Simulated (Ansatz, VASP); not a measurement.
## One calculation of CsPbCl3, two programs

Contents of INCAR:

```
PREC     = Accurate       # precision mode
ENCUT    = 520            # plane-wave cutoff, eV
EDIFF    = 1E-6           # SCF threshold, eV
ISMEAR   = -1             # smearing method
SIGMA    = 0.05           # smearing width, eV
LREAL    = F              # projectors in reciprocal space
LASPH    = T              # aspherical terms in the spheres
NELM     = 100            # most SCF steps
ALGO     = Normal         # electronic algorithm
ISIF     = 2              # what is computed and relaxed
LWAVE    = F              # write WAVECAR
LCHARG   = F              # write CHGCAR
GGA      = PE             # functional
NBANDS   = 30             # bands
```

The input KPOINTS:

```
Automatic mesh
0
Gamma
  5 5 5
```

The input POSCAR:

```
CsPbCl3
1.0
    5.4905801394      0.0000000000      0.0000000000
    0.0000000000      5.4905801394      0.0000000000
    0.0000000000      0.0000000000      5.4905801394
Pb Cs Cl
1 1 3
Direct
    0.5000000000      0.5000000000      0.5000000000
    0.0000000000      0.0000000000      0.0000000000
    0.5000000000      0.0000000000      0.5000000000
    0.0000000000      0.5000000000      0.5000000000
    0.5000000000      0.5000000000      0.0000000000
```

input.yaml

```yaml
crystal:
  lattice:
    - [5.4905801394, 0.0, 0.0]
    - [0.0, 5.4905801394, 0.0]
    - [0.0, 0.0, 5.4905801394]
  atoms:
    - { symbol: Pb, position: [0.5, 0.5, 0.5] }
    - { symbol: Cs, position: [0.0, 0.0, 0.0] }
    - { symbol: Cl, position: [0.5, 0.0, 0.5] }
    - { symbol: Cl, position: [0.0, 0.5, 0.5] }
    - { symbol: Cl, position: [0.5, 0.5, 0.0] }
hamiltonian:
  xc: pbe
  pseudopotentials: { kind: nc, source: spms }
kpoints:
  mp_grid: { grid: [5, 5, 5] }
scf:
  occupations: { method: fermi_dirac, width: 0.05 }
output:
  forces: true
  stress: true
  eigenvalues: true
```

Alike in both runs: task single point; functional PBE; k mesh 5 × 5 × 5; occupations fermi-dirac, width 0.05 eV; no spin polarisation.

|  | VASP | Ansatz |
| --- | --- | --- |
| version | VASP 6.6.1 | Ansatz 0.2.0 |
| potentials or method | VASP PAW PBE potentials, release 64 (Pb_d, Cs_sv, Cl) | SPMS NC |
| plane-wave cutoff (eV) | 520 | 544 |
| valence electrons in the cell | 44 | 44 |

|  | VASP | Ansatz | Ansatz less VASP |
| --- | --- | --- | --- |
| gap on the k mesh at the Fermi level (eV) | 2.81 | 2.81 | -0.001 |
| least direct gap on the mesh (eV) | 2.81 | 2.81 | -0.001 |
| pressure (GPa) | 3.8 | 3.8 | 0.00 |

Caveats: spin-orbit coupling is left out, which as a rule narrows the gap of such compounds by several tenths of an eV; an odd mesh through Γ misses points on the zone boundary, where band edges often lie (VASP); odd divisions of the mesh miss points on the zone boundary, where band edges often lie, so the gap on the mesh can be too wide (Ansatz).
